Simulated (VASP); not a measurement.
# GaSb under changes of volume

One of the cells (29.197 Å³/atom); the others are scaled copies at fixed shape and fractional positions:

```
Sb Ga
1.0
     0.00000    3.07926    3.07926
     3.07926    0.00000    3.07926
     3.07926    3.07926    0.00000
Sb Ga
1 1
Direct
  0.75000 0.75000 0.75000
  0.00000 0.00000 0.00000
```

| Quantity | Value |
| --- | --- |
| Program | VASP 6.6.1 |
| Functional | PBE |
| Potentials or basis | VASP PAW PBE potentials, release 64 (Sb, Ga_d) |
| Cutoff | 520 eV |
| k mesh | 8 × 8 × 8 |
| Occupations | fermi-dirac, width 0.05 eV |
| Spin | no spin polarisation |

| volume (Å³/atom) | energy over the lowest point (meV/atom) | pressure (GPa) | gap on the mesh (eV) |
| --- | --- | --- | --- |
| 26.907 | ? | ? | ? |
| 27.480 | 35.58 | 4.9 | 0.33 |
| 28.052 | 20.56 | 3.6 | 0.18 |
| 29.197 | 3.18 | 1.4 | none |
| 29.770 | 0.00 | 0.4 | none |
| 30.342 | 0.03 | -0.4 | none |

Task: What does the run at 26.907 Å³/atom give?

Result: Energy over the lowest point 55.60 meV/atom; pressure 6.4 GPa; gap on the mesh 0.49 eV.

Worked out: A Birch-Murnaghan fit of order 3 (a polynomial in V^(-2/3)) to the other rows has its minimum at 30.05 Å³/atom with B0 = V·E''(V) = 45 GPa and B' = 4.4. It gives 55.49 meV/atom at 26.907 Å³/atom, against the run's 55.60, and -dE/dV = 6.3 GPa, against 6.4.

Energies are extrapolated to zero smearing.

Caveats: spin-orbit coupling is left out, which moves the levels of the heavy elements (some runs).

A mesh can miss the band edges.

A gap of «none» marks a metal or a gap under the smearing width.
